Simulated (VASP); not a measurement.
**Te2Mo: band structure with PBE+D3(BJ)**

Slab: Te2Mo, a slab with vacuum.

```
CELL_PARAMETERS angstrom
3.49906 0.00000 0.00000
-1.74953 3.03028 0.00000
0.00000 0.00000 28.59199
ATOMIC_POSITIONS crystal
Te 0.33333 0.66667 0.31648
Te 0.33333 0.66667 0.44372
Te 0.66667 0.33333 0.55628
Te 0.66667 0.33333 0.68352
Mo 0.66667 0.33333 0.38007
Mo 0.33333 0.66667 0.61993
```

| Quantity | Value |
| --- | --- |
| Program | VASP 6.6.1 |
| Task | band structure |
| Functional | PBE |
| Dispersion | D3(BJ) |
| Potentials or basis | VASP PAW PBE potentials, release 64 (Te, Mo_sv) |
| Cutoff | 520 eV |
| k mesh | 12 × 12 × 1 |
| Occupations | gaussian, width 0.03 eV |
| Spin | no spin polarisation |
| Dipole correction | yes |
| Further INCAR settings | ALGO = Normal; EDIFF = 1e-06; NBANDS = 35 |

| Item | Value |
| --- | --- |
| Largest force | 0.004 eV/Å |
| Band gap on the k mesh | 0.88 eV, indirect (least direct gap 1.15 eV) |
| Band gap along the path | 0.83 eV, indirect (least direct gap 1.14 eV) |
| Dispersion energy per atom | -0.475 eV |
| Ionisation potential of the upper face | 4.68 eV |

Forces on the atoms (eV/Å):
```
Te   0.000  0.000  0.004
Te   0.000  0.000  0.001
Te   0.000  0.000 -0.001
Te   0.000  0.000 -0.004
Mo   0.000  0.000 -0.001
Mo   0.000  0.000  0.001
```

Levels at points of the mesh, in eV from the valence-band top:
```csv
k point,band 23,band 24,band 25,band 26,band 27,band 28,band 29,band 30
"(0.00, 0.00, 0.00)",-0.97,-0.97,-0.88,0.00,2.96,2.96,3.07,3.07
"(0.50, 0.00, 0.00)",-0.98,-0.96,-0.48,-0.28,1.33,1.37,1.55,1.76
```

Wall time 3.7 min on 4 MPI ranks on Intel(R) Xeon(R) Platinum 8488C (Sapphire Rapids) (shared host), peak memory 0.55 GiB a rank.

Caveat: spin-orbit coupling is left out, which moves the levels of the heavy elements. Expect the measured gap to be larger: semilocal functionals such as PBE lack the derivative discontinuity.
